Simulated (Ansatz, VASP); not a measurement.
# CoO: VASP beside Ansatz

```
Co O
1.0
     2.82160    0.00000    0.00000
    -1.41080    2.44358    0.00000
     0.00000    0.00000    2.72818
Co O
1 1
Cartesian
  0.0000 1.6291 1.3641
  0.0000 0.0000 0.0000
```

Change from the starting cell: species swapped into the LiPd type (P-6m2, No. 187).

Alike in both runs: functional PBE; k mesh 9 × 9 × 6; occupations gaussian, width 0.1 eV; collinear spin.

Ansatz relaxed the structure, and its values are those at the end. VASP's run is a single point on that final structure, the one shown.

```csv
,VASP,Ansatz
version,VASP 6.6.1,Ansatz 0.2.0
potentials or method,"VASP PAW PBE potentials, release 64 (Co, O)","scalar-relativistic, plane waves, PAW"
plane-wave cutoff (eV),520,420
valence electrons in the cell,15,23
```

```csv
,VASP,Ansatz,Ansatz less VASP
gap on the k mesh at the Fermi level (eV),none,none,-
pressure (GPa),-0.3,0.2,+0.52
net moment per atom (μB),1.50,1.50,+0.001
size of the moment on the site where the two differ most (μB),2.55,2.50,-0.044
```

Site moments also hang on the region over which each program counts them. A gap of «none» marks a metal or a gap that the smearing closes. The two sets of potentials don't hold the same shells in valence.

Caveats: the k mesh is coarse (spacing up to 0.38 Å⁻¹), so the values aren't converged; a cell with one magnetic atom can't hold antiferromagnetic order, which such compounds often take; semilocal functionals often make such compounds metallic where correlation or magnetic order opens a gap, which also shifts bond lengths.
